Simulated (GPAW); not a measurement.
Crystal: LiF (Griceite).

```
F Li
1.0
     0.00000    2.01400    2.01400
     2.01400    0.00000    2.01400
     2.01400    2.01400    0.00000
F Li
1 1
Direct
  0.50000 0.50000 0.50000
  0.00000 0.00000 0.00000
```

Base run:

- Program: GPAW 26.7.0
- Functional: PBEint
- Potentials or basis: PAW data sets generated in the run's folder for this functional
- Cutoff: 800 eV
- Basis: pw
- k mesh: 11 × 11 × 11
- Occupations: fermi-dirac, width 0.05 eV
- Spin: no spin polarisation

Its results: band gap on the k mesh 8.98 eV, direct; pressure -0.1 GPa.

Task: The run is repeated on the same cell with these changes: functional from PBEint to LDA; band points from 100 to 60. What comes out?

Result: Band gap on the k mesh 8.82 eV, direct; pressure -8.0 GPa.
